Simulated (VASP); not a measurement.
# GaS (P6_3/mmc) in VASP: further runs

Runs on GaS. Level: PBE+D3(BJ). Tasks: relaxation of cell and atoms.

Program: VASP 6.6.1. These are calculated values, not measurements. Logs are shortened: lines on timing, memory, paths and dates and some standing lists are left out, and cuts for length are marked.

### 1 Starting point

Symmetry: P6_3/mmc, No. 194, hexagonal system. Conventional cell: a = 3.585 Å, b = 3.585 Å, c = 15.500 Å, α = 90.00°, β = 90.00°, γ = 120.00°. Ga (site symmetry 3m) has 3 S at 2.34 Å and 1 Ga at 2.48 Å as nearest neighbours. Around S (site symmetry 3m) lie 3 Ga at 2.34 Å.

### 2 Relaxation of cell and atoms, PBE+D3(BJ)

Contents of INCAR:

```
ALGO     = Normal         # electronic algorithm
EDIFF    = 1E-6           # SCF threshold, eV
EDIFFG   = -0.01          # ionic threshold
ENCUT    = 600            # plane-wave cutoff, eV
GGA      = PE             # functional
IBRION   = 2              # ionic algorithm
ISIF     = 3              # what is computed and relaxed
ISMEAR   = 0              # smearing method
IVDW     = 12             # dispersion correction
KPAR     = 2            
LASPH    = True           # aspherical terms in the spheres
LCHARG   = False          # write CHGCAR
LREAL    = False          # projectors in reciprocal space
LWAVE    = False          # write WAVECAR
NELM     = 80             # most SCF steps
NSW      = 90             # ionic steps
PREC     = Accurate       # precision mode
SIGMA    = 0.03           # smearing width, eV
```

Contents of KPOINTS:

```
k-points
0
Gamma
  9 9 2
```

Contents of POSCAR:

```
GaS
1.0
    3.5850000000      0.0000000000      0.0000000000
   -1.7925000000      3.1047010700      0.0000000000
    0.0000000000      0.0000000000     15.5000000000
Ga S
4 4
Direct
    0.3333333300      0.6666666700      0.1700000000
    0.6666666700      0.3333333300      0.6700000000
    0.3333333300      0.6666666700      0.3300000000
    0.6666666700      0.3333333300      0.8300000000
    0.3333333300      0.6666666700      0.6000000000
    0.6666666700      0.3333333300      0.1000000000
    0.3333333300      0.6666666700      0.9000000000
    0.6666666700      0.3333333300      0.4000000000
```

Potentials or basis: VASP PAW PBE potentials, release 64 (Ga_d, S).

Started as:

```sh
> cat potpaw_PBE.64/Ga_d/POTCAR potpaw_PBE.64/S/POTCAR > POTCAR
> mpirun -np 2 vasp_std > vasp.out
```

OUTCAR:

```text
EDIFF = 1E-6
   EDIFFG = -0.01
   ENCUT = 600
   GGA = PE
   IBRION = 2
   ISIF = 3
   ISMEAR = 0
   IVDW = 12
   LASPH = True
   LREAL = False
   NELM = 80
   NSW = 90
   PREC = Accurate
 IVDW          = 12

 ion  position               nearest neighbor table
   1  0.333  0.667  0.170-   6 2.34   6 2.34   6 2.34   3 2.48
   2  0.667  0.333  0.670-   5 2.34   5 2.34   5 2.34   4 2.48
   3  0.333  0.667  0.330-   8 2.34   8 2.34   8 2.34   1 2.48
   4  0.667  0.333  0.830-   7 2.34   7 2.34   7 2.34   2 2.48
   5  0.333  0.667  0.600-   2 2.34   2 2.34   2 2.34
   6  0.667  0.333  0.100-   1 2.34   1 2.34   1 2.34
   7  0.333  0.667  0.900-   4 2.34   4 2.34   4 2.34
   8  0.667  0.333  0.400-   3 2.34   3 2.34   3 2.34

  LATTYP: Found a hexagonal cell.
 ALAT       =     3.5850000000
 C/A-ratio  =     4.3235704324

  Lattice vectors:

 A1 = (   3.5850000000,   0.0000000000,   0.0000000000)
 A2 = (  -1.7925000000,   3.1047010700,   0.0000000000)
 A3 = (   0.0000000000,   0.0000000000,  15.5000000000)

Analysis of symmetry for initial positions (statically):
=====================================================================
 Subroutine PRICEL returns:
 Original cell was already a primitive cell.

 Routine SETGRP: Setting up the symmetry group for a
 hexagonal supercell.

 Subroutine GETGRP returns: Found 24 space group operations
 (whereof 12 operations were pure point group operations)
 out of a pool of 24 trial point group operations.

The static configuration has the point symmetry D_3d.
 The point group associated with its full space group is D_6h.

Analysis of symmetry for dynamics (positions and initial velocities):
=====================================================================
 Subroutine PRICEL returns:
 Original cell was already a primitive cell.

 Routine SETGRP: Setting up the symmetry group for a
 hexagonal supercell.

 Subroutine GETGRP returns: Found 24 space group operations
 (whereof 12 operations were pure point group operations)
 out of a pool of 24 trial point group operations.

The dynamic configuration has the point symmetry D_3d.
 The point group associated with its full space group is D_6h.

 Subroutine INISYM returns: Found 24 space group operations
 (whereof 12 operations are pure point group operations),
 and found     1 'primitive' translations

----------------------------------------------------------------------------------------

                                     Primitive cell

  volume of cell :     172.5205

  direct lattice vectors                    reciprocal lattice vectors
     3.585000000  0.000000000  0.000000000     0.278940028  0.161046100  0.000000000
    -1.792500000  3.104701070  0.000000000     0.000000000  0.322092201  0.000000000
     0.000000000  0.000000000 15.500000000     0.000000000  0.000000000  0.064516129

  length of vectors
     3.585000000  3.584999998 15.500000000     0.322092200  0.322092201  0.064516129

  position of ions in fractional coordinates (direct lattice)
     0.333333330  0.666666670  0.170000000
     0.666666670  0.333333330  0.670000000
     0.333333330  0.666666670  0.330000000
     0.666666670  0.333333330  0.830000000
     0.333333330  0.666666670  0.600000000
     0.666666670  0.333333330  0.100000000
     0.333333330  0.666666670  0.900000000
     0.666666670  0.333333330  0.400000000

  ion indices of the primitive-cell ions
   primitive index   ion index
                 1           1
                 2           2
                 3           3
                 4           4
                 5           5
                 6           6
                 7           7
                 8           8

----------------------------------------------------------------------------------------

 KPOINTS: k-points

Automatic generation of k-mesh.
 Grid dimensions read from file:
 generate k-points for:    9    9    2

 Generating k-lattice:

  Cartesian coordinates                     Fractional coordinates (reciprocal lattice)
     0.030993336  0.017894011  0.000000000     0.111111111  0.000000000  0.000000000
     0.000000000  0.035788022  0.000000000     0.000000000  0.111111111  0.000000000
     0.000000000  0.000000000  0.032258065     0.000000000  0.000000000  0.500000000

  Length of vectors
     0.035788022  0.035788022  0.032258065

  Shift w.r.t. Gamma in fractional coordinates (k-lattice)
     0.000000000  0.000000000  0.000000000

 Subroutine IBZKPT returns following result:
 ===========================================

 Found     24 irreducible k-points:

 Following reciprocal coordinates:
            Coordinates               Weight
  0.000000  0.000000  0.000000      1.000000
  0.111111 -0.000000  0.000000      6.000000
  0.222222  0.000000  0.000000      6.000000
  0.333333  0.000000  0.000000      6.000000
  0.444444  0.000000  0.000000      6.000000
  0.111111  0.111111  0.000000      6.000000
[... 16 lines left out ...]
  0.333333  0.222222  0.500000     12.000000
  0.333333  0.333333  0.500000      2.000000
   k-points           NKPTS =     24   k-points in BZ     NKDIM =     24   number of bands    NBANDS=     45
   number of dos      NEDOS =    301   number of ions     NIONS =      8
   total plane-waves  NPLWV = 113400
   dimension x,y,z NGX =    30 NGY =   30 NGZ =  126
   dimension x,y,z NGXF=    60 NGYF=   60 NGZF=  252
   ions per type =               4   4
   NGX,Y,Z   is equivalent  to a cutoff of  13.91, 13.91, 13.51 a.u.
   NGXF,Y,Z  is equivalent  to a cutoff of  27.82, 27.82, 27.03 a.u.
 SYSTEM =  unknown system
   PREC   = accura    normal or accurate (medium, high low for compatibility)
   ISTART =      0    job   : 0-new  1-cont  2-samecut
   ICHARG =      2    charge: 1-file 2-atom 10-const
   ISPIN  =      1    spin polarized calculation?
   LNONCOLLINEAR =      F non collinear calculations
   LSORBIT =      F    spin-orbit coupling
   LASPH  =      T    aspherical Exc in radial PAW
   ENCUT  =  600.0 eV  44.10 Ry    6.64 a.u.   7.16  7.16 30.96*2*pi/ulx,y,z
   NELM   =     80;   NELMIN=  2; NELMDL= -5     # of ELM steps
   EDIFF  = 0.1E-05   stopping-criterion for ELM
   LREAL  =      F    real-space projection
   EDIFFG = -.1E-01   stopping-criterion for IOM
   NSW    =     90    number of steps for IOM
   IBRION =      2    ionic relax: 0-MD 1-quasi-New 2-CG
   NFREE  =      1    steps in history (QN), initial steepest desc. (CG)
   ISIF   =      3    stress and relaxation
   ISYM   =      2    0-nonsym 1-usesym 2-fastsym
   POTIM  = 0.5000    time-step for ionic-motion
   TEBEG  =    0.0;   TEEND  =   0.0 temperature during run
   PSTRESS=    0.0 pullay stress
   NELECT =      76.0000    total number of electrons
   NUPDOWN=      -1.0000    fix difference up-down
   EMIN   =  10.00;   EMAX   =-10.00  energy-range for DOS
   EFERMI =   0.00;   METHOD = LEGACY
   ISMEAR =     0;   SIGMA  =   0.03  broadening in eV -4-tet -1-fermi 0-gaus
   EFERMI_NEDOS =   21; number of points for ismear=-14 and -15
   IALGO  =     38    algorithm
   IMIX   =      4    mixing-type and parameters
     AMIX     =   0.40;   BMIX     =  1.00
     AMIX_MAG =   1.60;   BMIX_MAG =  1.00
  volume/ion in A,a.u.               =      21.57       145.53
  Fermi-wavevector in a.u.,A,eV,Ry     =   1.245659  2.353954 21.111700  1.551666
  Thomas-Fermi vector in A             =   2.379871
   LORBIT       =      0    0 simple, 1 ext, 2 COOP (PROOUT), +10 PAW based schemes
   GGA     = PE    functional components
   LHFCALC =     F    Hartree Fock is set to
   AEXX    =    0.0000 exact exchange contribution
   IVDW    =    12    specifies the selected vdW correction
   LEPSILON=     F    determine dielectric tensor
   LRPA    =     F    only Hartree local field effects (RPA)
 conjugate gradient relaxation of ions
 non-spin polarized calculation
 Gauss-broadening in eV      SIGMA  =   0.03
  energy-cutoff  :      600.00
  volume of cell :      172.52
 maximum number of plane-waves:      5823
 NGX is ok and might be reduce to    30
   NGX = 15   NGY = 15   NGZ = 61

--------------------------------------- Ionic step        1  -------------------------------------------

 number of electron      75.9999986 magnetization

 Free energy of the ion-electron system (eV)
  ---------------------------------------------------
  ext. energy  EPLUGINS =         0.00000000
  ---------------------------------------------------
  free energy    TOTEN  =       -33.21096101 eV

  energy without entropy =      -33.21096101  energy(sigma->0) =      -33.21096101

------------------------ aborting loop because EDIFF is reached ----------------------------------------

 Edisp (eV)   -2.18150

 E8    (eV) :    -0.9068

  FORCE on cell =-STRESS in cart. coord.  units (eV):
  Direction    XX          YY          ZZ          XY          YZ          ZX
  --------------------------------------------------------------------------------------
  -------------------------------------------------------------------------------------
  Total       0.32362     0.32362    -0.84211     0.00000    -0.00000     0.00000
  in kB       3.00543     3.00543    -7.82057     0.00000    -0.00000     0.00000
  external pressure =       -0.60 kB  Pullay stress =        0.00 kB

 VOLUME and BASIS-vectors are now :
 -----------------------------------------------------------------------------
  energy-cutoff  :      600.00
  volume of cell :      172.52
      direct lattice vectors                 reciprocal lattice vectors
     3.585000000  0.000000000  0.000000000     0.278940028  0.161046100  0.000000000
    -1.792500000  3.104701070  0.000000000     0.000000000  0.322092201  0.000000000
     0.000000000  0.000000000 15.500000000     0.000000000  0.000000000  0.064516129
[... 139 lines left out ...]
 POSITION                                       TOTAL-FORCE (eV/Angst)
 -----------------------------------------------------------------------------------
     -0.00000      2.07092      2.63007         0.000000     -0.000000      0.002453
      1.79347      1.03546     10.33686        -0.000000      0.000000      0.002453
     -0.00000      2.07092      5.07673         0.000000     -0.000000     -0.002453
      1.79347      1.03546     12.78352        -0.000000      0.000000     -0.002453
     -0.00000      2.07092      9.24768         0.000000     -0.000000     -0.006152
      1.79347      1.03546      1.54088         0.000000      0.000000     -0.006152
     -0.00000      2.07092     13.87271        -0.000000     -0.000000      0.006152
      1.79347      1.03546      6.16591         0.000000      0.000000      0.006152
 -----------------------------------------------------------------------------------
    total drift:                               -0.000020      0.000011     -0.000006

  FREE ENERGIE OF THE ION-ELECTRON SYSTEM (eV)
  ---------------------------------------------------
  free  energy   TOTEN  =       -35.3998094456 eV

  energy  without entropy=      -35.3998094456  energy(sigma->0) =      -35.39980945

--------------------------------------- Ionic step        5  -------------------------------------------

 number of electron      75.9999988 magnetization

 Free energy of the ion-electron system (eV)
  ---------------------------------------------------
  ext. energy  EPLUGINS =         0.00000000
  ---------------------------------------------------
  free energy    TOTEN  =       -33.20965932 eV

  energy without entropy =      -33.20965932  energy(sigma->0) =      -33.20965932

 E-fermi :   4.1487     XC(G=0):  -9.5118

 val. band max:        3.9859809389   @ k =   0.0000   0.0000   0.0000
 cond. band min:       5.5595514941   @ k =   0.4444   0.0000   0.0000
 fundamental gap:      1.5735705552
 Fermi energy:         4.1487012648

 k-point     1 :       0.0000    0.0000    0.0000
  band No.  band energies     occupation
      1     -10.9905      2.00000
      2     -10.9874      2.00000
      3     -10.8601      2.00000
      4     -10.8601      2.00000
      5     -10.8599      2.00000
      6     -10.8599      2.00000
[... 1167 lines left out ...]
 POSITION                                       TOTAL-FORCE (eV/Angst)
 -----------------------------------------------------------------------------------
     -0.00000      2.07161      2.63144        -0.000000     -0.000000      0.001165
      1.79406      1.03580     10.34270         0.000000      0.000000      0.001165
     -0.00000      2.07161      5.07981         0.000000      0.000000     -0.001165
      1.79406      1.03580     12.79107         0.000000     -0.000000     -0.001165
     -0.00000      2.07161      9.25256        -0.000000     -0.000000      0.007391
      1.79406      1.03580      1.54130         0.000000     -0.000000      0.007391
     -0.00000      2.07161     13.88121        -0.000000      0.000000     -0.007391
      1.79406      1.03580      6.16995         0.000000      0.000000     -0.007391
 -----------------------------------------------------------------------------------
    total drift:                               -0.000020      0.000011     -0.000006

  FREE ENERGIE OF THE ION-ELECTRON SYSTEM (eV)
  ---------------------------------------------------
  free  energy   TOTEN  =       -35.3998802172 eV

  energy  without entropy=      -35.3998802172  energy(sigma->0) =      -35.39988022

 reached required accuracy - stopping structural energy minimisation
```

It took 3.4 min on 2 MPI ranks of Intel Xeon 6975P-C (Granite Rapids), shared host; peak memory 0.45 GiB.

Results:

* Free energy: -35.3999 eV
* Relaxed volume: 21.49 Å³/atom
* Relaxed cell: a = 3.588 Å, b = 3.588 Å, c = 15.423 Å, α = 90.00°, β = 90.00°, γ = 120.00°
* Space group after relaxing (to 0.05 Å): P6_3/mmc (No. 194)
* Energy gained by relaxing: 0.9 meV/atom
* Ionic steps: 5
* Pressure after relaxing: 0.0 GPa
* Largest force after relaxing: 0.007 eV/Å
* Band gap on the k mesh: 1.57 eV, indirect (least direct gap 1.67 eV)
* Dispersion energy per atom: -0.274 eV

Forces on the atoms (eV/Å):
```
Ga   0.000  0.000  0.001
Ga   0.000  0.000  0.001
Ga   0.000  0.000 -0.001
Ga   0.000  0.000 -0.001
S    0.000  0.000  0.007
S    0.000  0.000  0.007
S    0.000  0.000 -0.007
S    0.000  0.000 -0.007
```

Step by step:
| step | energy change (eV) | largest force (eV/Å) | pressure (GPa) | volume (Å³) |
| --- | --- | --- | --- | --- |
| 1 | 0.0000 | 0.2532 | -0.06 | 172.52 |
| 2 | -0.0065 | 0.0831 | -0.22 | 172.31 |
| 3 | -0.0071 | 0.0319 | -0.19 | 172.36 |
| 4 | -0.0074 | 0.0062 | 0.07 | 171.74 |
| 5 | -0.0074 | 0.0074 | 0.01 | 171.96 |

Final structure:
```cif
data_structure
_symmetry_space_group_name_H-M 'P 1'
_symmetry_Int_Tables_number 1
_cell_length_a 3.5881
_cell_length_b 3.5881
_cell_length_c 15.4225
_cell_angle_alpha 90.000
_cell_angle_beta 90.000
_cell_angle_gamma 120.000
_cell_volume 171.96
loop_
_atom_site_label
_atom_site_type_symbol
_atom_site_fract_x
_atom_site_fract_y
_atom_site_fract_z
_atom_site_occupancy
Ga1 Ga 0.33333 0.66667 0.17062 1
Ga2 Ga 0.66667 0.33333 0.67062 1
Ga3 Ga 0.33333 0.66667 0.32938 1
Ga4 Ga 0.66667 0.33333 0.82938 1
S1 S 0.33333 0.66667 0.59994 1
S2 S 0.66667 0.33333 0.09994 1
S3 S 0.33333 0.66667 0.90006 1
S4 S 0.66667 0.33333 0.40006 1
```

Levels at points of the mesh, in eV from the valence-band top:
```tsv
k point	band 36	band 37	band 38	band 39	band 40	band 41
(0.00, 0.00, 0.00)	-1.41	-1.41	0.00	1.67	2.37	2.85
(0.00, 0.00, 0.50)	-1.44	-0.73	-0.73	2.11	2.11	2.93
```

Caveat: an odd mesh through Γ misses points on the zone boundary, where band edges often lie. A hybrid or GW would open this gap; PBE tends to underestimate it.

### 3 Relaxation of cell and atoms, PBE+D3(BJ)

This run uses another cell than the first one, of 21.49 Å³/atom, 0.997 times its volume.

Edit INCAR of step 2 so:

```diff
@@ -1,4 +1,4 @@
 ALGO     = Normal         # electronic algorithm
-EDIFF    = 1E-6           # SCF threshold, eV
-EDIFFG   = -0.01          # ionic threshold
+EDIFF    = 1E-7           # SCF threshold, eV
+EDIFFG   = -0.005         # ionic threshold
 ENCUT    = 600            # plane-wave cutoff, eV
```

KPOINTS is that of step 2.

Contents of POSCAR:

```
GaS                                     
1.0
    3.5881281272      0.0000000000      0.0000000000
   -1.7940640636      3.1074101076     -0.0000000000
   -0.0000000000     -0.0000000000     15.4225122027
  Ga              S             
     4     4
Direct
     0.3333333300000021    0.6666666699999979    0.1706235247137972
     0.6666666699999979    0.3333333300000021    0.6706235247137973
     0.3333333300000021    0.6666666699999979    0.3293764752862028
     0.6666666699999979    0.3333333300000021    0.8293764752862027
     0.3333333300000021    0.6666666699999979    0.5999383998023777
     0.6666666699999979    0.3333333300000021    0.0999383998023777
     0.3333333300000021    0.6666666699999979    0.9000616001976223
     0.6666666699999979    0.3333333300000021    0.4000616001976223
```

Potentials or basis: VASP PAW PBE potentials, release 64 (Ga_d, S).

Started as:

```sh
> cat potpaw_PBE.64/Ga_d/POTCAR potpaw_PBE.64/S/POTCAR > POTCAR
> mpirun -np 2 vasp_std > vasp.out
```

Run time: 1.9 min. Hardware: 2 MPI ranks of Intel Xeon 6975P-C (Granite Rapids), shared host; peak memory 0.45 GiB.

The run converged. Its results:

- Free energy: -35.3998 eV
- Energy gained by relaxing: 0.0 meV/atom
- Ionic steps: 2
- Pressure after relaxing: 0.0 GPa
- Largest force after relaxing: 0.005 eV/Å
- Band gap on the k mesh: 1.57 eV, indirect (least direct gap 1.67 eV)
- Dispersion energy per atom: -0.274 eV

Forces on the atoms (eV/Å):
```
Ga   0.000  0.000  0.002
Ga   0.000  0.000  0.002
Ga   0.000  0.000 -0.002
Ga   0.000  0.000 -0.002
S    0.000  0.000  0.005
S    0.000  0.000  0.005
S    0.000  0.000 -0.005
S    0.000  0.000 -0.005
```

Final structure:
```
CELL_PARAMETERS angstrom
3.58823 0.00000 0.00000
-1.79411 3.10750 0.00000
0.00000 0.00000 15.42272
ATOMIC_POSITIONS crystal
Ga 0.33333 0.66667 0.17063
Ga 0.66667 0.33333 0.67063
Ga 0.33333 0.66667 0.32937
Ga 0.66667 0.33333 0.82937
S 0.33333 0.66667 0.59996
S 0.66667 0.33333 0.09996
S 0.33333 0.66667 0.90004
S 0.66667 0.33333 0.40004
```

Levels at points of the mesh, in eV from the valence-band top:
| k point | band 36 | band 37 | band 38 | band 39 | band 40 | band 41 |
| --- | --- | --- | --- | --- | --- | --- |
| (0.00, 0.00, 0.00) | -1.41 | -1.41 | 0.00 | 1.67 | 2.37 | 2.84 |
| (0.00, 0.00, 0.50) | -1.44 | -0.73 | -0.73 | 2.11 | 2.11 | 2.93 |

Caveat: an odd mesh through Γ misses points on the zone boundary, where band edges often lie.
